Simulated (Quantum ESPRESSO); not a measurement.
# CuCl2 (I4/mmm) in Quantum ESPRESSO: convergence with k mesh

Aim: find how far k mesh must go before the results for CuCl2 settle, at LDA. This setting moves, with any that are tied to it; all else stays.

Everything below comes from runs of Quantum ESPRESSO 7.5. Logs are shortened: lines on timing, memory, paths and dates and some standing lists are left out, and cuts for length are marked.

### Step 1. The crystal as given

It takes space group I4/mmm (No. 139, tetragonal). Conventional cell: a = 4.510 Å, b = 4.510 Å, c = 13.720 Å, α = 90.00°, β = 90.00°, γ = 90.00°. Cu (site symmetry 4/mmm) has 4 Cl at 2.25 Å as nearest neighbours. Around Cl (site symmetry mmm) lie 2 Cu at 2.25 Å.

Measurements of this composition are mostly on another form, of space group No. 12.

### Step 2. With k mesh 1 × 1 × 1

File pw.in:

```
&CONTROL
  calculation = 'scf'
  prefix = 'pwscf'
  outdir = './tmp'
  pseudo_dir = './pseudo'
  tprnfor = .true.
  tstress = .true.
  disk_io = 'nowf'
/
&SYSTEM
  ibrav = 0
  nat = 3
  ntyp = 2
  ecutwfc = 56
  ecutrho = 448
  nbnd = 24
  occupations = 'smearing'
  smearing = 'fd'
  degauss = 0.00999582
/
&ELECTRONS
  conv_thr = 6d-10
  electron_maxstep = 120
  mixing_beta = 0.5
/
ATOMIC_SPECIES
Cu    63.5460 cu_lda_v1.2.uspp.F.UPF
Cl    35.4500 cl_lda_v1.4.uspp.F.UPF
CELL_PARAMETERS angstrom
  -2.2548590000    2.2548590000    6.8599030000
   2.2548590000   -2.2548590000    6.8599030000
   2.2548590000    2.2548590000   -6.8599030000
ATOMIC_POSITIONS crystal
Cu     0.0000000000    0.0000000000    0.0000000000
Cl     0.0000000000    0.5000000000    0.5000000000
Cl     0.5000000000    0.0000000000    0.5000000000
K_POINTS automatic
1 1 1 0 0 0
```

Potentials or basis: GBRV 1.5 LDA.

Launch:

```
OMP_NUM_THREADS=1 pw.x -in pw.in > pw.out
```

pw.out:

```text
This program is part of the open-source Quantum ESPRESSO suite
     for quantum simulation of materials; please cite
         "P. Giannozzi et al., J. Phys.:Condens. Matter 21 395502 (2009);
         "P. Giannozzi et al., J. Phys.:Condens. Matter 29 465901 (2017);
         "P. Giannozzi et al., J. Chem. Phys. 152 154105 (2020);
     in publications or presentations arising from this work. More details at

     Message from routine setup:
     using ibrav=0 with symmetry is DISCOURAGED, use correct ibrav instead

     G-vector sticks info
     --------------------
     sticks:   dense  smooth     PW     G-vecs:    dense   smooth      PW
     Sum        5575    2777    693               150767    53317    6639

     Using Slab Decomposition

     bravais-lattice index     =            0
     lattice parameter (alat)  =      14.2955  a.u.
     unit-cell volume          =     941.4849 (a.u.)^3
     number of atoms/cell      =            3
     number of atomic types    =            2
     number of electrons       =        33.00
     number of Kohn-Sham states=           24
     kinetic-energy cutoff     =      56.0000  Ry
     charge density cutoff     =     448.0000  Ry
     scf convergence threshold =      6.0E-10
     mixing beta               =       0.5000
     number of iterations used =            8  plain     mixing
     Exchange-correlation=  SLA  PZ   NOGX NOGC
                           (   1   1   0   0   0   0   0)

     celldm(1)=  14.295506  celldm(2)=   0.000000  celldm(3)=   0.000000
     celldm(4)=   0.000000  celldm(5)=   0.000000  celldm(6)=   0.000000

     crystal axes: (cart. coord. in units of alat)
               a(1) = (  -0.298070   0.298070   0.906812 )
               a(2) = (   0.298070  -0.298070   0.906812 )
               a(3) = (   0.298070   0.298070  -0.906812 )

     reciprocal axes: (cart. coord. in units 2 pi/alat)
               b(1) = (  0.000000  1.677457  0.551382 )
               b(2) = (  1.677457  0.000000  0.551382 )
               b(3) = (  1.677457  1.677457  0.000000 )

     PseudoPot. # 1 for Cu read from file:
     cu_lda_v1.2.uspp.F.UPF
     Pseudo is Ultrasoft + core correction, Zval = 19.0
     Generated by new atomic code, or converted to UPF format
     Using radial grid of  867 points,  6 beta functions with:
                l(1) =   0
                l(2) =   0
                l(3) =   1
                l(4) =   1
                l(5) =   2
                l(6) =   2
     Q(r) pseudized with  8 coefficients,  rinner =    1.150   1.150   1.150
                                                       1.150   1.150

     PseudoPot. # 2 for Cl read from file:
     cl_lda_v1.4.uspp.F.UPF
     Pseudo is Ultrasoft + core correction, Zval =  7.0
     Generated by new atomic code, or converted to UPF format
     Using radial grid of  909 points,  6 beta functions with:
                l(1) =   0
                l(2) =   0
                l(3) =   1
                l(4) =   1
                l(5) =   2
                l(6) =   2
     Q(r) pseudized with  8 coefficients,  rinner =    1.300   1.300   1.300
                                                       1.300   1.300

     atomic species   valence    mass     pseudopotential
     Cu               19.00    63.54600     Cu( 1.00)
     Cl                7.00    35.45000     Cl( 1.00)

     16 Sym. Ops., with inversion, found

   Cartesian axes

     site n.     atom                  positions (alat units)
         1        Cu     tau(   1) = (   0.0000000   0.0000000   0.0000000  )
         2        Cl     tau(   2) = (   0.2980703   0.0000000   0.0000000  )
         3        Cl     tau(   3) = (   0.0000000   0.2980703   0.0000000  )

     number of k points=     1  Fermi-Dirac smearing, width (Ry)=  0.0100
                       cart. coord. in units 2pi/alat
        k(    1) = (   0.0000000   0.0000000   0.0000000), wk =   2.0000000

     Dense  grid:   150767 G-vectors     FFT dimensions: ( 100, 100, 100)

     Smooth grid:    53317 G-vectors     FFT dimensions: (  72,  72,  72)

     Initial potential from superposition of free atoms

     starting charge      32.0000, renormalised to      33.0000

     negative rho (up, down):  3.054E-02 0.000E+00
     Starting wfcs are   21 randomized atomic wfcs +    3 random wfcs

     Self-consistent Calculation

     iteration #  1     ecut=    56.00 Ry     beta= 0.50
     Davidson diagonalization with overlap
     ethr =  1.00E-02,  avg # of iterations =  6.0

     negative rho (up, down):  2.952E-02 0.000E+00

     total energy              =    -469.33386745 Ry
     estimated scf accuracy    <       1.13140682 Ry

     iteration #  2     ecut=    56.00 Ry     beta= 0.50
     Davidson diagonalization with overlap
     ethr =  3.43E-03,  avg # of iterations =  5.0

     negative rho (up, down):  2.884E-02 0.000E+00

     total energy              =    -469.91760934 Ry
     estimated scf accuracy    <       2.86649598 Ry

     iteration #  3     ecut=    56.00 Ry     beta= 0.50
     Davidson diagonalization with overlap
     ethr =  3.43E-03,  avg # of iterations =  2.0

     negative rho (up, down):  2.885E-02 0.000E+00

     total energy              =    -470.13237710 Ry
     estimated scf accuracy    <       0.51102190 Ry

     iteration #  4     ecut=    56.00 Ry     beta= 0.50
     Davidson diagonalization with overlap
     ethr =  1.55E-03,  avg # of iterations =  2.0

     negative rho (up, down):  2.864E-02 0.000E+00

     total energy              =    -469.99826245 Ry
     estimated scf accuracy    <       0.42965200 Ry

     iteration #  5     ecut=    56.00 Ry     beta= 0.50
     Davidson diagonalization with overlap
     ethr =  1.30E-03,  avg # of iterations =  3.0

     negative rho (up, down):  2.806E-02 0.000E+00

     total energy              =    -470.05541015 Ry
     estimated scf accuracy    <       0.05321399 Ry
[... 271 lines left out ...]
     iteration # 36     ecut=    56.00 Ry     beta= 0.50
     Davidson diagonalization with overlap
     ethr =  3.63E-09,  avg # of iterations =  1.0

     negative rho (up, down):  2.779E-02 0.000E+00

     total energy              =    -470.04127220 Ry
     estimated scf accuracy    <       0.00000006 Ry

     iteration # 37     ecut=    56.00 Ry     beta= 0.50
     Davidson diagonalization with overlap
     ethr =  1.85E-10,  avg # of iterations =  4.0

     negative rho (up, down):  2.779E-02 0.000E+00

     total energy              =    -470.04127221 Ry
     estimated scf accuracy    <       0.00000002 Ry

     iteration # 38     ecut=    56.00 Ry     beta= 0.50
     Davidson diagonalization with overlap
     ethr =  6.25E-11,  avg # of iterations =  2.0

     negative rho (up, down):  2.779E-02 0.000E+00

     total energy              =    -470.04127221 Ry
     estimated scf accuracy    <       0.00000005 Ry

     iteration # 39     ecut=    56.00 Ry     beta= 0.50
     Davidson diagonalization with overlap
     ethr =  6.25E-11,  avg # of iterations =  1.0

     negative rho (up, down):  2.779E-02 0.000E+00

     End of self-consistent calculation

          k = 0.0000 0.0000 0.0000 (  6639 PWs)   bands (ev):

  -112.0742 -69.9437 -69.9394 -69.9394 -16.4469 -15.2692  -5.6422  -5.6422
    -4.3555  -3.3435  -3.1833  -3.1833  -3.0623  -2.9458  -2.8883  -2.6635
    -2.6635   1.1257   3.7459   5.7628   6.5769   8.0092   8.0092   8.3915

     the Fermi energy is    -2.4744 ev

!    total energy              =    -470.04127221 Ry
     estimated scf accuracy    <          5.9E-10 Ry
     smearing contrib. (-TS)   =      -0.02937007 Ry
     internal energy E=F+TS    =    -470.01190214 Ry

     The total energy is F=E-TS. E is the sum of the following terms:
     one-electron contribution =    -641.21407093 Ry
     hartree contribution      =     324.59519353 Ry
     xc contribution           =     -56.96387621 Ry
     ewald contribution        =     -96.42914854 Ry

     convergence has been achieved in  39 iterations

     negative rho (up, down):  2.779E-02 0.000E+00

     Forces acting on atoms (cartesian axes, Ry/au):

     atom    1 type  1   force =     0.00000000    0.00000000    0.00000000
     atom    2 type  2   force =    -0.00000000   -0.00000000    0.00000000
     atom    3 type  2   force =     0.00000000    0.00000000    0.00000000

     Total force =     0.000000     Total SCF correction =     0.000000

     Computing stress (Cartesian axis) and pressure

     negative rho (up, down):  2.779E-02 0.000E+00
          total   stress  (Ry/bohr**3)                   (kbar)     P=       -4.57
  -0.00004871   0.00000000   0.00000000           -7.17        0.00        0.00
  -0.00000000  -0.00004871   0.00000000           -0.00       -7.17        0.00
   0.00000000   0.00000000   0.00000415            0.00        0.00        0.61

=------------------------------------------------------------------------------=
   JOB DONE.
=------------------------------------------------------------------------------=
```

It took 1.7 min on 1 thread of Arm Neoverse V2, shared host; peak memory 0.6 GiB.

What came out:

```yaml
Free_energy: -6395.2373 eV
Pressure: -0.5 GPa
Band_gap_on_the_k_mesh: none (metal or under the smearing width)
```

### Step 3. With k mesh 2 × 2 × 2

pw.in, as its differences from that of step 2:

```diff
@@ -37,2 +37,2 @@
 K_POINTS automatic
-1 1 1 0 0 0
+2 2 2 0 0 0
```

Potentials or basis: GBRV 1.5 LDA.

Launch:

```
OMP_NUM_THREADS=1 pw.x -in pw.in > pw.out
```

It took 96 s on 1 thread of Arm Neoverse V2, shared host; peak memory 0.6 GiB.

What came out:

- Free energy: -6397.2331 eV
- Pressure: -1.9 GPa
- Band gap on the k mesh: none (metal or under the smearing width)

### Step 4. With k mesh 3 × 3 × 3

pw.in, as its differences from that of step 3:

```diff
@@ -37,2 +37,2 @@
 K_POINTS automatic
-2 2 2 0 0 0
+3 3 3 0 0 0
```

Launch:

```
OMP_NUM_THREADS=1 pw.x -in pw.in > pw.out
```

Run time: 72 s. Hardware: 1 thread of Arm Neoverse V2, shared host; peak memory 0.61 GiB.

What came out:

- Free energy: -6397.1229 eV
- Pressure: -2.1 GPa
- Band gap on the k mesh: none (metal or under the smearing width)

### Step 5. With k mesh 4 × 4 × 4

pw.in, as its differences from that of step 4:

```diff
@@ -37,2 +37,2 @@
 K_POINTS automatic
-3 3 3 0 0 0
+4 4 4 0 0 0
```

Launch:

```
OMP_NUM_THREADS=1 pw.x -in pw.in > pw.out
```

Run time: 2.1 min. Hardware: 1 thread of Arm Neoverse V2, shared host; peak memory 0.62 GiB.

Results:

```yaml
Free_energy: -6396.9975 eV
Pressure: -1.9 GPa
Band_gap_on_the_k_mesh: none (metal or under the smearing width)
```

### Step 6. With k mesh 5 × 5 × 5

pw.in, as its differences from that of step 5:

```diff
@@ -37,2 +37,2 @@
 K_POINTS automatic
-4 4 4 0 0 0
+5 5 5 0 0 0
```

Potentials or basis: GBRV 1.5 LDA.

Launch:

```
OMP_NUM_THREADS=1 pw.x -in pw.in > pw.out
```

Wall time 3 min (1 thread of Arm Neoverse V2, shared host); peak memory 0.63 GiB.

Results (log left out):

| Property | Result |
| --- | --- |
| Free energy | -6396.9636 eV |
| Pressure | -1.8 GPa |
| Band gap on the k mesh | none (metal or under the smearing width) |

### Step 7. With k mesh 6 × 6 × 6

pw.in, as its differences from that of step 6:

```diff
@@ -37,2 +37,2 @@
 K_POINTS automatic
-5 5 5 0 0 0
+6 6 6 0 0 0
```

Launch:

```
OMP_NUM_THREADS=1 pw.x -in pw.in > pw.out
```

It took 4.7 min on 1 thread of Arm Neoverse V2, shared host; peak memory 0.66 GiB.

It converged, with:

| Property | Result |
| --- | --- |
| Free energy | -6396.9743 eV |
| Pressure | -1.7 GPa |
| Band gap on the k mesh | none (metal or under the smearing width) |

### Step 8. With k mesh 7 × 7 × 7

pw.in, as its differences from that of step 7:

```diff
@@ -37,2 +37,2 @@
 K_POINTS automatic
-6 6 6 0 0 0
+7 7 7 0 0 0
```

Launch:

```
OMP_NUM_THREADS=1 pw.x -in pw.in > pw.out
```

It took 6.2 min on 1 thread of Arm Neoverse V2, shared host; peak memory 0.69 GiB.

Results (log left out):

| Property | Result |
| --- | --- |
| Free energy | -6396.9911 eV |
| Pressure | -1.8 GPa |
| Band gap on the k mesh | none (metal or under the smearing width) |

### Step 9. With k mesh 8 × 8 × 8

pw.in, as its differences from that of step 8:

```diff
@@ -37,2 +37,2 @@
 K_POINTS automatic
-7 7 7 0 0 0
+8 8 8 0 0 0
```

Potentials or basis: GBRV 1.5 LDA.

Launch:

```
OMP_NUM_THREADS=1 pw.x -in pw.in > pw.out
```

Wall time 9.1 min (1 thread of Arm Neoverse V2, shared host); peak memory 0.73 GiB.

Results (log left out):

```
Free energy            : -6396.9983 eV
Pressure               : -1.8 GPa
Band gap on the k mesh : none (metal or under the smearing width)
```

### Step 10. Result

| k mesh | energy less the tightest run, at zero smearing (meV/atom) | pressure (GPa) | SCF cycles | CPU time (s) | peak memory (GiB) |
| --- | --- | --- | --- | --- | --- |
| 1 × 1 × 1 | 636.82 | -0.46 | 39 | 100 | 0.6 |
| 2 × 2 × 2 | -69.85 | -1.88 | 21 | 96 | 0.6 |
| 3 × 3 × 3 | -47.37 | -2.09 | 12 | 72 | 0.61 |
| 4 × 4 × 4 | -1.78 | -1.87 | 12 | 120 | 0.62 |
| 5 × 5 × 5 | 15.45 | -1.76 | 14 | 180 | 0.63 |
| 6 × 6 × 6 | 13.44 | -1.71 | 14 | 280 | 0.66 |
| 7 × 7 × 7 | 5.65 | -1.76 | 14 | 370 | 0.69 |
| 8 × 8 × 8 | 0.00 | -1.80 | 13 | 540 | 0.73 |

Against the tightest run, the pressure stays within 0.1 GPa from 4 × 4 × 4 on. Not settled before the last step: the energy (to 1 meV/atom). Meshes of other sizes hit other points, so gaps and Fermi surfaces needn't settle smoothly. The tightest run that finished is the yardstick and may itself not be fully converged.

Caveats: an odd number of electrons without spin polarisation forces a metal; a magnetic or distorted state may lie lower; the run has no spin polarisation, though such a crystal can be magnetic; semilocal functionals often make such compounds metallic where correlation or magnetic order opens a gap, which also shifts bond lengths.
